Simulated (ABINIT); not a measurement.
# Al (Fm-3m) in ABINIT: settings compared, part 2 of 2

ABINIT 10.8.3 (patched build).

**4. Band structure, r2SCAN**

Input file run.abi:

```
ndtset 2

pp_dirpath "./"
pseudos "Al.upf"

acell 2.8635066922 2.8635066922 2.8635066922 Angstrom
rprim
     0.0000000000     0.7071067812     0.7071067812
     0.7071067812     0.0000000000     0.7071067812
     0.7071067812     0.7071067812     0.0000000000
ntypat 1
znucl 13
natom 1
typat 1
xcart
     0.0000000000     0.0000000000     0.0000000000 Angstrom

ecut 24.0

ixc -497498
usekden 1
nc_xccc_gspace 1
boxcutmin 3.0

occopt 3
tsmear 0.00183747

nstep 100

iomode 3
prtwf 0
prteig 0
prtebands 0
enunit 2
prtden1 1
prtkden1 1

kptopt1 1
ngkpt1 11 11 11
nshiftk1 1
shiftk1 0.0 0.0 0.0
nband1 6
tolvrs1 1.0e-9

iscf2 -2
getden2 1
getkden2 1
nband2 10
nbdbuf2 2
tolwfr2 1.0e-12
kptopt2 -9
ndivsm2 6
prteig2 1
prtvol2 -3
kptbounds2
     0.0000000000     0.0000000000     0.0000000000
     0.5000000000     0.0000000000     0.5000000000
     0.5000000000     0.2500000000     0.7500000000
     0.3750000000     0.3750000000     0.7500000000
     0.0000000000     0.0000000000     0.0000000000
     0.5000000000     0.5000000000     0.5000000000
     0.6250000000     0.2500000000     0.6250000000
     0.5000000000     0.2500000000     0.7500000000
     0.5000000000     0.5000000000     0.5000000000
     0.3750000000     0.3750000000     0.7500000000
```

Potentials or basis: PseudoDojo NC SR PBE v0.5 stringent.

On the command line:

```bash
abinit run.abi > log 2>&1
```

run.abo:

```text
.Version 10.8.3 of ABINIT
 DATASET    1 : space group Fm -3 m (#225); Bravais cF (face-center cubic)
================================================================================
 Values of the parameters that define the memory need for DATASET  1.
     intxc =       0    ionmov =       0      iscf =       7    lmnmax =       6
     lnmax =       6     mgfft =      36  mpssoang =       3    mqgrid =    3001
     natom =       1  nloc_mem =       1    nspden =       1   nspinor =       1
    nsppol =       1      nsym =      48    n1xccc =    2501    ntypat =       1
    occopt =       3   xclevel =       2
       mpw =         641          nfft =       46656          nkpt =          56
================================================================================
================================================================================

 DATASET    2 : space group Fm -3 m (#225); Bravais cF (face-center cubic)
================================================================================
 Values of the parameters that define the memory need for DATASET  2.
     intxc =       0    ionmov =       0      iscf =      -2    lmnmax =       6
     lnmax =       6     mgfft =      36  mpssoang =       3    mqgrid =    3001
     natom =       1  nloc_mem =       1    nspden =       1   nspinor =       1
    nsppol =       1      nsym =      48    n1xccc =    2501    ntypat =       1
    occopt =       3   xclevel =       2
       mpw =         639          nfft =       46656          nkpt =         103
================================================================================
================================================================================

--------------------------------------------------------------------------------
------------- Echo of variables that govern the present computation ------------
--------------------------------------------------------------------------------
 -outvars: echo values of preprocessed input variables --------
            acell      5.4112434080E+00  5.4112434080E+00  5.4112434080E+00 Bohr
              amu      2.69815390E+01
        boxcutmin      3.00000000E+00
             ecut      2.40000000E+01 Hartree
           enunit           2
           getden1          0
           getden2          1
          getkden1          0
          getkden2          1
             iscf1          7
             iscf2         -2
              ixc     -497498
           jdtset        1    2
           kptopt1          1
           kptopt2         -9
         kptrlatt       11    0    0      0   11    0      0    0   11
          kptrlen1     5.95236775E+01
          kptrlen2     3.00000000E+01
            natom           1
            nband1          6
            nband2         10
           nbdbuf1          0
           nbdbuf2          2
   nc_xccc_gspace           1
           ndtset           2
           ndivsm1          0
           ndivsm2          6
            ngfft          36      36      36
             nkpt1         56
             nkpt2        103
            nstep         100
             nsym          48
           ntypat           1
           occopt           3
        prtebands           0
           prteig1          0
           prteig2          1
          prtkden           1
           prtvol1          0
           prtvol2         -3
            prtwf           0
            rprim      0.0000000000E+00  7.0710678120E-01  7.0710678120E-01
                       7.0710678120E-01  0.0000000000E+00  7.0710678120E-01
                       7.0710678120E-01  7.0710678120E-01  0.0000000000E+00
           shiftk1     0.00000000E+00  0.00000000E+00  0.00000000E+00
[... 749 lines left out ...]
fermie    :   2.52764988E-01
cartesian_stress_tensor: null
pressure_GPa: null
xred      :
- [  0.0000E+00,   0.0000E+00,   0.0000E+00, Al]
cartesian_forces: null
force_length_stats: {min: null, max: null, mean: null, }
...

 Integrated electronic density in atomic spheres:
 ------------------------------------------------
 Atom  Sphere_radius  Integrated_density
    1        2.00000          0.88232843
================================================================================

 ----iterations are completed or convergence reached----

 Mean square residual over all n,k,spin=   44.161E-14; max=  99.651E-14
 reduced coordinates (array xred) for    1 atoms
       0.000000000000      0.000000000000      0.000000000000

 cartesian coordinates (angstrom) at end:
    1      0.00000000000000     0.00000000000000     0.00000000000000
 length scales=  5.411243407962  5.411243407962  5.411243407962 bohr
              =  2.863506692200  2.863506692200  2.863506692200 angstroms
 Eigenvalues (hartree) for nkpt= 103  k points:
 kpt#   1, nband= 10, wtk=  1.00000, kpt=  0.0000  0.0000  0.0000 (reduced coord)
  -0.18483    0.75482    0.75482    0.75482    0.80273    0.80273    0.80273    0.89634
   1.02452    1.02452
 kpt#   2, nband= 10, wtk=  1.00000, kpt=  0.0294  0.0000  0.0294 (reduced coord)
  -0.18360    0.73681    0.73681    0.74449    0.79961    0.82255    0.82255    0.90911
   1.00659    1.02566
 kpt#   3, nband= 10, wtk=  1.00000, kpt=  0.0588  0.0000  0.0588 (reduced coord)
  -0.17992    0.70748    0.70748    0.72057    0.79078    0.85730    0.85730    0.94039
   0.96193    1.02908
 kpt#   4, nband= 10, wtk=  1.00000, kpt=  0.0882  0.0000  0.0882 (reduced coord)
  -0.17379    0.67802    0.67802    0.69197    0.77752    0.89562    0.89562    0.90570
   0.98123    1.03476
 kpt#   5, nband= 10, wtk=  1.00000, kpt=  0.1176  0.0000  0.1176 (reduced coord)
  -0.16522    0.65000    0.65000    0.66272    0.76130    0.84564    0.93571    0.93571
   1.02762    1.04269
 kpt#   6, nband= 10, wtk=  1.00000, kpt=  0.1471  0.0000  0.1471 (reduced coord)
  -0.15421    0.62380    0.62380    0.63441    0.74335    0.78478    0.97678    0.97678
[... 277 lines left out ...]
 kpt#  99, nband= 10, wtk=  1.00000, kpt=  0.4250  0.4250  0.6500 (reduced coord)
   0.11535    0.12730    0.39551    0.55931    0.62983    0.93019    0.99833    1.06669
   1.16520    1.17712
 kpt# 100, nband= 10, wtk=  1.00000, kpt=  0.4125  0.4125  0.6750 (reduced coord)
   0.13140    0.14339    0.34658    0.54352    0.61285    0.97556    0.97836    1.08207
   1.15187    1.23989
 kpt# 101, nband= 10, wtk=  1.00000, kpt=  0.4000  0.4000  0.7000 (reduced coord)
   0.14970    0.16129    0.30063    0.53004    0.59800    0.94291    1.02267    1.11163
   1.14013    1.28992
 kpt# 102, nband= 10, wtk=  1.00000, kpt=  0.3875  0.3875  0.7250 (reduced coord)
   0.16934    0.17977    0.25987    0.51888    0.58539    0.90541    1.07088    1.13050
   1.14030    1.32313
 kpt# 103, nband= 10, wtk=  1.00000, kpt=  0.3750  0.3750  0.7500 (reduced coord)
   0.17873    0.19851    0.23618    0.51003    0.57511    0.86857    1.11266    1.13008
   1.16362    1.34743
 Eigenvalues (   eV  ) for nkpt= 103  k points:
 kpt#   1, nband= 10, wtk=  1.00000, kpt=  0.0000  0.0000  0.0000 (reduced coord)
  -5.02948   20.53960   20.53960   20.53960   21.84337   21.84337   21.84337   24.39053
  27.87863   27.87863
 kpt#   2, nband= 10, wtk=  1.00000, kpt=  0.0294  0.0000  0.0294 (reduced coord)
  -4.99607   20.04970   20.04970   20.25857   21.75848   22.38276   22.38276   24.73825
  27.39075   27.90965
 kpt#   3, nband= 10, wtk=  1.00000, kpt=  0.0588  0.0000  0.0588 (reduced coord)
  -4.89589   19.25149   19.25149   19.60762   21.51819   23.32823   23.32823   25.58920
  26.17548   28.00264
 kpt#   4, nband= 10, wtk=  1.00000, kpt=  0.0882  0.0000  0.0882 (reduced coord)
  -4.72906   18.44994   18.44994   18.82936   21.15734   24.37101   24.37101   24.64534
  26.70075   28.15729
 kpt#   5, nband= 10, wtk=  1.00000, kpt=  0.1176  0.0000  0.1176 (reduced coord)
  -4.49578   17.68734   17.68734   18.03351   20.71595   23.01104   25.46189   25.46189
  27.96303   28.37307
 kpt#   6, nband= 10, wtk=  1.00000, kpt=  0.1471  0.0000  0.1471 (reduced coord)
  -4.19634   16.97443   16.97443   17.26323   20.22765   21.35508   26.57963   26.57963
[... 278 lines left out ...]
   3.13893    3.46406   10.76245   15.21963   17.13853   25.31163   27.16584   29.02603
  31.70674   32.03116
 kpt# 100, nband= 10, wtk=  1.00000, kpt=  0.4125  0.4125  0.6750 (reduced coord)
   3.57553    3.90185    9.43086   14.78987   16.67652   26.54633   26.62249   29.44465
  31.34409   33.73912
 kpt# 101, nband= 10, wtk=  1.00000, kpt=  0.4000  0.4000  0.7000 (reduced coord)
   4.07355    4.38881    8.18065   14.42317   16.27231   25.65792   27.82835   30.24890
  31.02447   35.10054
 kpt# 102, nband= 10, wtk=  1.00000, kpt=  0.3875  0.3875  0.7250 (reduced coord)
   4.60785    4.89175    7.07129   14.11943   15.92940   24.63750   29.14020   30.76249
  31.02904   36.00408
 kpt# 103, nband= 10, wtk=  1.00000, kpt=  0.3750  0.3750  0.7500 (reduced coord)
   4.86337    5.40181    6.42688   13.87852   15.64957   23.63498   30.27696   30.75101
  31.66363   36.66536

== END DATASET(S) ==============================================================
================================================================================

 -outvars: echo values of variables after computation  --------
            acell      5.4112434080E+00  5.4112434080E+00  5.4112434080E+00 Bohr
           etotal1    -2.3416382396E+00
            fcart1    -0.0000000000E+00 -0.0000000000E+00 -0.0000000000E+00
            rprim      0.0000000000E+00  7.0710678120E-01  7.0710678120E-01
                       7.0710678120E-01  0.0000000000E+00  7.0710678120E-01
                       7.0710678120E-01  7.0710678120E-01  0.0000000000E+00
           strten1     4.8216091164E-05  4.8216091164E-05  4.8216091164E-05
                       0.0000000000E+00  0.0000000000E+00  0.0000000000E+00
 Calculation completed.
```

It took 1.8 min on 1 thread of Arm Neoverse V1, shared host; peak memory 0.11 GiB.

What came out:

```
Free energy                                           : -63.7192 eV
Pressure                                              : -1.4 GPa
Band gap on the k mesh                                : none (metal or under the smearing width)
Valence electrons inside the program's atomic spheres : Al 0.88 (radii [1.0584] Å)
```

Levels at the corners of the path, in eV from the Fermi level:
| point | band 1 | band 2 | band 3 | band 4 | band 5 | band 6 |
| --- | --- | --- | --- | --- | --- | --- |
| Γ | -11.91 | 13.66 | 13.66 | 13.66 | 14.97 | 14.97 |
| X | -3.13 | -1.75 | 5.71 | 5.95 | 5.95 | 9.59 |
| W | -0.90 | -0.90 | 0.13 | 1.15 | 16.98 | 16.98 |
| K | -2.01 | -1.48 | -0.45 | 7.00 | 8.77 | 16.76 |
| Γ | -11.91 | 13.66 | 13.66 | 13.66 | 14.97 | 14.97 |
| L | -4.96 | -4.67 | 12.14 | 12.14 | 12.37 | 12.37 |
| U | -2.01 | -1.48 | -0.45 | 7.00 | 8.77 | 16.76 |
| W | -0.90 | -0.90 | 0.13 | 1.15 | 16.98 | 16.98 |
| L | -4.96 | -4.67 | 12.14 | 12.14 | 12.37 | 12.37 |
| K | -2.01 | -1.48 | -0.45 | 7.00 | 8.77 | 16.76 |

Caveat: a meta-GGA on potentials with a model core is unreliable; a meta-GGA on norm-conserving files made for a GGA shifts volumes by about 1 %; the potentials were made for another functional, which shifts forces and pressure.

**5. Band structure, revPBE**

Input file run.abi:

```
# Datasets: ground state, then fixed potential
ndtset 2

# Pseudopotentials
pp_dirpath "./"
pseudos "Al.GGA_PBE-JTH.xml"

# Structure
acell 3*1.0
rprim
     0.0000000000     3.8263269058     3.8263269058
     3.8263269058     0.0000000000     3.8263269058
     3.8263269058     3.8263269058     0.0000000000
ntypat 1
znucl 13
natom 1
typat 1
xred
     0.0000000000     0.0000000000     0.0000000000

# Plane-wave basis
ecut 20.0
pawecutdg 40.0

# Exchange and correlation
ixc 14

# Bands and occupations
occopt 3
tsmear 0.05 eV

# SCF cycle
nstep 100

# Output
iomode 3
prtwf 0
prteig 0
prtebands 0
prtden1 1

# Dataset 1
kptopt1 1
ngkpt1 11 11 11
nshiftk1 1
shiftk1 0.0 0.0 0.0
nband1 6
tolvrs1 1.0e-9

# Dataset 2: bands along G-X-W-K-G-L-U-W-L-K
iscf2 -2
getden2 1
nband2 10
nbdbuf2 2
tolwfr2 1.0e-12
kptopt2 -9
ndivsm2 8
prteig2 1
kptbounds2
     0.0000000000     0.0000000000     0.0000000000
     0.5000000000     0.0000000000     0.5000000000
     0.5000000000     0.2500000000     0.7500000000
     0.3750000000     0.3750000000     0.7500000000
     0.0000000000     0.0000000000     0.0000000000
     0.5000000000     0.5000000000     0.5000000000
     0.6250000000     0.2500000000     0.6250000000
     0.5000000000     0.2500000000     0.7500000000
     0.5000000000     0.5000000000     0.5000000000
     0.3750000000     0.3750000000     0.7500000000
```

Potentials or basis: JTH PAW PBE v2.0.

On the command line:

```bash
abinit run.abi > log 2>&1
```

Wall time 12 s (1 thread of Arm Neoverse V1, shared host); peak memory 0.11 GiB.

Results (log left out):

```
Free energy                                           : -56.8915 eV
Pressure                                              : 0.3 GPa
Band gap on the k mesh                                : none (metal or under the smearing width)
Valence electrons inside the program's atomic spheres : Al 0.72 (radii [1.0074] Å)
```

Levels at the corners of the path, in eV from the Fermi level:
```
point  band 1  band 2  band 3  band 4  band 5
    Γ  -11.10   12.51   12.51   12.51   14.09
    X   -2.93   -1.60    5.18    5.58    5.58
    W   -0.86   -0.86    0.14    1.13   15.72
    K   -1.89   -1.37   -0.39    6.54    8.15
    Γ  -11.10   12.51   12.51   12.51   14.09
    L   -4.59   -4.36   11.36   11.36   11.39
    U   -1.89   -1.37   -0.39    6.54    8.15
    W   -0.86   -0.86    0.14    1.13   15.72
    L   -4.59   -4.36   11.36   11.36   11.39
    K   -1.89   -1.37   -0.39    6.54    8.15
```

Caveat: the PAW data sets were made with another functional, which shifts forces and pressure a little.

**6. Equation of state, AM05**

Input file run.abi:

```
# Datasets: one volume each
ndtset 7
getwfk -1
scalecart1 3*0.9795861087
scalecart2 3*0.9864848297
scalecart3 3*0.9932883884
scalecart4 3*1.0000000000
scalecart5 3*1.0066227096
scalecart6 3*1.0131594038
scalecart7 3*1.0196128224

# Pseudopotentials
pp_dirpath "./"
pseudos "Al.upf"

# Structure
acell 2.8635066922 2.8635066922 2.8635066922 Angstrom
rprim
     0.0000000000     0.7071067812     0.7071067812
     0.7071067812     0.0000000000     0.7071067812
     0.7071067812     0.7071067812     0.0000000000
ntypat 1
znucl 13
natom 1
typat 1
xred
     0.0000000000     0.0000000000     0.0000000000

# Plane-wave basis
ecut 20.0

# k points
kptopt 1
ngkpt 11 11 11
nshiftk 1
shiftk 0.0 0.0 0.0

# Exchange and correlation
ixc -120135

# Bands and occupations
nband 6
occopt 3
tsmear 0.05 eV

# SCF cycle
nstep 100
tolvrs 1.0e-10

# Output
iomode 3
prtwf 1
prtden 0
prteig 0
prtebands 0
enunit 2
```

Potentials or basis: PseudoDojo NC SR PBEsol v0.4.1 standard.

On the command line:

```bash
abinit run.abi > log 2>&1
```

Wall time 21 s (1 thread of Arm Neoverse V1, shared host); peak memory 0.11 GiB.

Results (log left out):

| Quantity | Value |
| --- | --- |
| Equilibrium volume | 15.98 Å³/atom |
| Bulk modulus | 89 GPa |
| Pressure derivative of the bulk modulus | 4.4 |

Energy against volume, from the lowest point:
| volume (Å³/atom) | energy (meV/atom) |
| --- | --- |
| 15.607 | 2.47 |
| 15.939 | 0.00 |
| 16.271 | 1.40 |
| 16.603 | 6.28 |
| 16.935 | 14.26 |
| 17.267 | 25.01 |
| 17.599 | 38.23 |

Caveat: pressures at fixed basis lie under the slope of the energies; the potentials were made for another functional, which shifts forces and pressure.

**7. Overview**

```csv
task,level,potentials or basis,cutoff (eV),fine-grid cutoff,gap on the mesh (eV),pressure (GPa)
band structure,r2SCAN,SG15 NC PBE v1.2,980,-,none,-2.0
band structure,RPBE,JTH PAW PBE v2.0,544,1088.46 eV,none,0.5
band structure,r2SCAN,PseudoDojo NC SR PBE v0.5 stringent,653,-,none,-1.4
band structure,revPBE,JTH PAW PBE v2.0,544,1088.46 eV,none,0.3
equation of state,AM05,PseudoDojo NC SR PBEsol v0.4.1 standard,544,-,-,-
```

Alike in all rows: no spin polarisation; cell as given; k mesh 11 × 11 × 11; smearing fermi-dirac 0.05 eV.

Caveats: the potentials were made for another functional, which shifts forces and pressure (some runs); a meta-GGA on norm-conserving files made for a GGA shifts volumes by about 1 % (some runs); the PAW data sets were made with another functional, which shifts forces and pressure a little (some runs); a meta-GGA on potentials with a model core is unreliable (some runs); pressures at fixed basis lie under the slope of the energies (some runs).

Absolute energies hang on the potentials; compare differences alone.

**8. Comparison with measurements**

Step 6. A measured bulk modulus of Al is 76.9 GPa (quoted in “The interpretation of polycrystalline coherent inelastic neutron scattering from aluminium”, 2013, pmc:3831299); the calculated 89 GPa misses it by +15.5 %. The fit is for a static lattice scaled at fixed shape and fixed fractional positions.
